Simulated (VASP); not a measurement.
# CdS (Fm-3m) in VASP: a run that goes wrong, beside a sound one

A flawed run on CdS and a sound one for comparison.

Everything below comes from runs of VASP 6.6.1. Logs are shortened: lines on timing, memory, paths and dates and some standing lists are left out, and cuts for length are marked.

**1. The structure**

Symmetry: Fm-3m, No. 225, cubic system. The conventional cell has a = 5.506 Å, b = 5.506 Å, c = 5.506 Å, α = 90.00°, β = 90.00°, γ = 90.00°. Around Cd (site symmetry m-3m) lie 6 S at 2.75 Å. S (site symmetry m-3m) has 6 Cd at 2.75 Å as nearest neighbours.

Measurements of this composition are mostly on another form, of space group No. 186.

**2. A run with an altered input**

INCAR

```
ALGO = Normal ; AMIX = 3.0
BMIX = 1E-4 ; EDIFF = 1E-7
EDIFFG = -0.005 ; ENCUT = 600
GGA = PE ; IBRION = 2
IMIX = 1 ; ISIF = 3
ISMEAR = -1 ; LASPH = True
LCHARG = False ; LREAL = False
LWAVE = False ; NELM = 97
NSW = 30 ; PREC = Accurate
PSTRESS = 0 ; SIGMA = 0.05
```

KPOINTS

```
k-points
0
Gamma
  8 8 8
```

POSCAR

```
CdS
1.0
    0.0000000000      2.7532440000      2.7532440000
    2.7532440000      0.0000000000      2.7532440000
    2.7532440000      2.7532440000      0.0000000000
Cd S
1 1
Direct
    0.0000000000      0.0000000000      0.0000000000
    0.5000000000      0.5000000000      0.5000000000
```

Potentials or basis: VASP PAW PBE potentials, release 64 (Cd, S).

Run with:

```console
$ cat potpaw_PBE.64/Cd/POTCAR potpaw_PBE.64/S/POTCAR > POTCAR
$ mpirun -np 1 vasp_std > vasp.out
```

OUTCAR:

```text
AMIX = 3.0
   EDIFF = 1E-7
   EDIFFG = -0.005
   ENCUT = 600
   GGA = PE
   IBRION = 2
   IMIX = 1
   ISIF = 3
   ISMEAR = -1
   LASPH = True
[... 142 lines left out ...]
   LASPH  =      T    aspherical Exc in radial PAW
   ENCUT  =  600.0 eV  44.10 Ry    6.64 a.u.   7.78  7.78  7.78*2*pi/ulx,y,z
   NELM   =     97;   NELMIN=  2; NELMDL= -5     # of ELM steps
   EDIFF  = 0.1E-06   stopping-criterion for ELM
   LREAL  =      F    real-space projection
   EDIFFG = -.5E-02   stopping-criterion for IOM
   NSW    =     30    number of steps for IOM
   IBRION =      2    ionic relax: 0-MD 1-quasi-New 2-CG
   NFREE  =      1    steps in history (QN), initial steepest desc. (CG)
   ISIF   =      3    stress and relaxation
[... 27 lines left out ...]
  volume of cell :       41.74
 maximum number of plane-waves:      1411

 number of electron      18.0000002 magnetization

 Free energy of the ion-electron system (eV)
  ---------------------------------------------------
  ext. energy  EPLUGINS =         0.00000000
  ---------------------------------------------------
  free energy    TOTEN  =    -23326.58748831 eV

  energy without entropy =   -23326.58524381  energy(sigma->0) =   -23326.58636606
```

On the terminal:

```text
POSCAR found type information on POSCAR CdS
 POSCAR found :  2 types and       2 ions
[... 24 lines left out ...]

1
```

It took 10 s on 1 thread of Intel Xeon Platinum 8259CL at 2.50GHz (Skylake/Cascade Lake), shared host.

The program failed during the run. The fault, put in on purpose: mixing far too strong (IMIX = 1; AMIX = 3; BMIX = 0.0001).

**3. Relaxation of cell and atoms, PBE, target pressure 2 GPa, at which the enthalpy is minimised**

INCAR

```
PREC     = Accurate       # precision mode
ENCUT    = 600            # plane-wave cutoff, eV
EDIFF    = 1E-7           # SCF threshold, eV
ISMEAR   = -1             # smearing method
SIGMA    = 0.05           # smearing width, eV
LREAL    = False          # projectors in reciprocal space
LASPH    = True           # aspherical terms in the spheres
NELM     = 80             # most SCF steps
ALGO     = Normal         # electronic algorithm
ISIF     = 3              # what is computed and relaxed
LWAVE    = False          # write WAVECAR
LCHARG   = False          # write CHGCAR
GGA      = PE             # functional
IBRION   = 2              # ionic algorithm
NSW      = 60             # ionic steps
EDIFFG   = -0.005         # ionic threshold
PSTRESS  = 20
```

KPOINTS

```
regular mesh
0
Gamma
  8 8 8
```

POSCAR is that of step 2.

Potentials or basis: VASP PAW PBE potentials, release 64 (Cd, S).

Run with:

```console
$ cat potpaw_PBE.64/Cd/POTCAR potpaw_PBE.64/S/POTCAR > POTCAR
$ mpirun -np 1 vasp_std > vasp.out
```

It took 43 s on 1 thread of Intel Xeon Platinum 8259CL at 2.50GHz (Skylake/Cascade Lake), shared host; peak memory 0.19 GiB.

It converged, with:

```yaml
Free_energy: -5.8703 eV
Relaxed_volume: 20.30 Å³/atom
Relaxed_cell: a = 3.858 Å, b = 3.858 Å, c = 3.858 Å, α = 60.00°, β = 60.00°, γ = 60.00°
Space_group_after_relaxing_to_0.05_Å: Fm-3m (No. 225)
Energy_change_on_relaxing_the_enthalpy_is_what_falls: +3.3 meV/atom
Ionic_steps: 3
Pressure_after_relaxing: 2.0 GPa
Band_gap_on_the_k_mesh: 0.26 eV, indirect (least direct gap 1.71 eV)
```

The path:
```
step  energy change (eV)  largest force (eV/Å)  pressure (GPa)  volume (Å³)
   1              0.0000                0.0000           -0.11        41.74
   2              0.0143                0.0000            3.04        40.11
   3              0.0065                0.0000            2.00        40.61
```

Final structure:
```
Cd S
1.0
     0.00000    2.72804    2.72804
     2.72804    0.00000    2.72804
     2.72804    2.72804    0.00000
Cd S
1 1
Direct
  0.00000 0.00000 0.00000
  0.50000 0.50000 0.50000
```

Levels at points of the mesh, in eV from the valence-band top:
| k point | band 7 | band 8 | band 9 | band 10 | band 11 | band 12 |
| --- | --- | --- | --- | --- | --- | --- |
| (0.00, 0.00, 0.00) | -0.76 | -0.76 | -0.76 | 0.96 | 9.24 | 9.24 |
| (0.50, 0.00, 0.00) | -4.88 | 0.00 | 0.00 | 3.52 | 5.91 | 5.91 |
| (0.50, 0.50, 0.00) | -4.29 | -2.16 | -2.16 | 0.26 | 6.03 | 9.92 |

Caveat: the cell is relaxed towards a set pressure, so the enthalpy falls and the energy may rise. A k mesh can miss the band edges.
